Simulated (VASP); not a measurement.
# Ce (Fm-3m) in VASP: a series of runs, part 2 of 2

VASP 6.6.1. The steps go on from the part before.

### Step 4. Single point, RPBE

This run uses another cell than the first one, of 30.65 Å³/atom, 1.080 times its volume.

File INCAR:

```
  ALGO = Normal
  EDIFF = 1E-7
  ENCUT = 520
  GGA = RP
  ISIF = 2
  ISMEAR = -1
  LASPH = True
  LCHARG = True
  LELF = True
  LREAL = False
  LVHAR = True
  LWAVE = False
  NBANDS = 12
  NELM = 60
  PREC = Accurate
  SIGMA = 0.1
```

File KPOINTS:

```
k-points
0
Gamma
  15 15 15
```

File POSCAR:

```
Ce
1.0
    0.0000000000      2.4839380704      2.4839380704
    2.4839380704      0.0000000000      2.4839380704
    2.4839380704      2.4839380704      0.0000000000
Ce
1
Direct
    0.0000000000      0.0000000000      0.0000000000
```

Potentials or basis: VASP PAW PBE potentials, release 64 (Ce).

Run with:

```
> cat potpaw_PBE.64/Ce/POTCAR > POTCAR
> mpirun -np 1 vasp_std > vasp.out
```

OUTCAR:

```text
EDIFF = 1E-7
   ENCUT = 520
   GGA = RP
   ISIF = 2
   ISMEAR = -1
   LASPH = True
   LREAL = False
   NELM = 60
   PREC = Accurate

 ion  position               nearest neighbor table
   1  0.000  0.000  0.000-

  LATTYP: Found a face centered cubic cell.
 ALAT       =     4.9678761408

  Lattice vectors:

 A1 = (   0.0000000000,   2.4839380704,   2.4839380704)
 A2 = (   2.4839380704,   0.0000000000,   2.4839380704)
 A3 = (   2.4839380704,   2.4839380704,   0.0000000000)

Analysis of symmetry for initial positions (statically):
=====================================================================
 Subroutine PRICEL returns:
 Original cell was already a primitive cell.

 Routine SETGRP: Setting up the symmetry group for a
 face centered cubic supercell.

 Subroutine GETGRP returns: Found 48 space group operations
 (whereof 48 operations were pure point group operations)
 out of a pool of 48 trial point group operations.

The static configuration has the point symmetry O_h .

Analysis of symmetry for dynamics (positions and initial velocities):
=====================================================================
 Subroutine PRICEL returns:
 Original cell was already a primitive cell.

 Routine SETGRP: Setting up the symmetry group for a
 face centered cubic supercell.

 Subroutine GETGRP returns: Found 48 space group operations
 (whereof 48 operations were pure point group operations)
 out of a pool of 48 trial point group operations.

The dynamic configuration has the point symmetry O_h .

 Subroutine INISYM returns: Found 48 space group operations
 (whereof 48 operations are pure point group operations),
 and found     1 'primitive' translations

----------------------------------------------------------------------------------------

                                     Primitive cell

  volume of cell :      30.6515

  direct lattice vectors                    reciprocal lattice vectors
[... 113 lines left out ...]
   IVDW    =     0    specifies the selected vdW correction
   LEPSILON=     F    determine dielectric tensor
   LRPA    =     F    only Hartree local field effects (RPA)
 non-spin polarized calculation
  energy-cutoff  :      520.00
  volume of cell :       30.65
 maximum number of plane-waves:       869
 NGX is ok and might be reduce to    28
   NGX = 13   NGY = 13   NGZ = 13

 number of electron      12.0000000 magnetization

 Free energy of the ion-electron system (eV)
  ---------------------------------------------------
  ext. energy  EPLUGINS =         0.00000000
  ---------------------------------------------------
  free energy    TOTEN  =        -5.50371807 eV

  energy without entropy =       -5.37077944  energy(sigma->0) =       -5.43724875

 E-fermi :   7.9703     XC(G=0): -10.5060

 val. band max:        7.9503917748   @ k =   0.4000   0.2667   0.1333
 cond. band min:       7.9758360190   @ k =   0.4000   0.0667   0.0000
 fundamental gap:      0.0254442442
 Fermi energy:         7.9703045584

 k-point     1 :       0.0000    0.0000    0.0000
  band No.  band energies     occupation
      1     -26.6955      2.00000
      2      -8.4243      2.00000
      3      -8.4243      2.00000
      4      -8.4243      2.00000
      5       4.8244      2.00000
      6       7.9019      1.32944
      7       8.3398      0.04851
      8       8.3398      0.04851
      9       8.3398      0.04851
     10       8.9285      0.00014
     11       8.9285      0.00014
     12       8.9285      0.00014
[... 331 lines left out ...]
 k-point    24 :       0.2000    0.1333    0.0000
  band No.  band energies     occupation
      1     -26.5888      2.00000
      2      -9.0231      2.00000
      3      -8.6063      2.00000
      4      -8.5897      2.00000
      5       6.0788      2.00000
      6       7.5625      1.96668
      7       8.1709      0.23707
      8       8.4203      0.02197
      9       8.4215      0.02171
     10       8.6570      0.00208
     11       8.6668      0.00189
     12       8.8074      0.00046

 [... further k-points ...]

------------------------ aborting loop because EDIFF is reached ----------------------------------------

  FORCE on cell =-STRESS in cart. coord.  units (eV):
  Direction    XX          YY          ZZ          XY          YZ          ZX
  --------------------------------------------------------------------------------------
  -------------------------------------------------------------------------------------
  Total       -0.4067196     -0.4067196     -0.4067196      0.0000000      0.0000000      0.0000000
  in kB      -21.2595157    -21.2595157    -21.2595157      0.0000000      0.0000000      0.0000000
  external PRESSURE =     -21.2595157 kB  Pullay stress =       0.0000000 kB

 VOLUME and BASIS-vectors are now :
 -----------------------------------------------------------------------------
  energy-cutoff  :      520.00
  volume of cell :       30.65
      direct lattice vectors                 reciprocal lattice vectors
     0.000000000  2.483938070  2.483938070    -0.201293263  0.201293263  0.201293263
     2.483938070  0.000000000  2.483938070     0.201293263 -0.201293263  0.201293263
     2.483938070  2.483938070  0.000000000     0.201293263  0.201293263 -0.201293263

 POSITION                                       TOTAL-FORCE (eV/Angst)
 -----------------------------------------------------------------------------------
      0.00000      0.00000      0.00000         0.000000      0.000000      0.000000
 -----------------------------------------------------------------------------------
    total drift:                                0.000000     -0.000000      0.000000

  FREE ENERGIE OF THE ION-ELECTRON SYSTEM (eV)
  ---------------------------------------------------
  free  energy   TOTEN  =        -5.5037180689 eV

  energy  without entropy=       -5.3707794363  energy(sigma->0) =       -5.43724875
```

Wall time 46 s (1 thread of Intel Xeon Platinum 8559C (Emerald Rapids), shared host); peak memory 0.2 GiB.

What came out:

```
Free energy            : -5.5037 eV
Pressure               : -2.1 GPa
Band gap on the k mesh : none (metal or under the smearing width)
```

Levels at points of the mesh, in eV from the Fermi level:
```csv
k point,band 3,band 4,band 5,band 6,band 7,band 8,band 9,band 10
"(0.00, 0.00, 0.00)",-16.39,-16.39,-3.15,-0.07,0.37,0.37,0.37,0.96
```

Caveat: the PAW data sets were made with another functional, which shifts forces and pressure a little. Spin polarisation is off, so any magnetic state and its effect on volume and gap are missing.

### Step 5. Overview

| cell | gap on the mesh (eV) | pressure (GPa) |
| --- | --- | --- |
| Fm-3m, 28.38 Å³/atom | none | -1.0 |
| Fm-3m, 31.79 Å³/atom | none | -2.8 |
| Fm-3m, 30.65 Å³/atom | none | -2.1 |

Alike in all rows: task single point; level RPBE; potentials or basis VASP PAW PBE potentials, release 64 (Ce); no spin polarisation; k mesh 15 × 15 × 15; cutoff (eV) 520; smearing fermi-dirac 0.1 eV.

Every run on the cell as given and a fine mesh finds a metal.

Caveats: the PAW data sets were made with another functional, which shifts forces and pressure a little.

Total energies depend on the potentials used, so only differences within one code and one set of settings carry meaning.
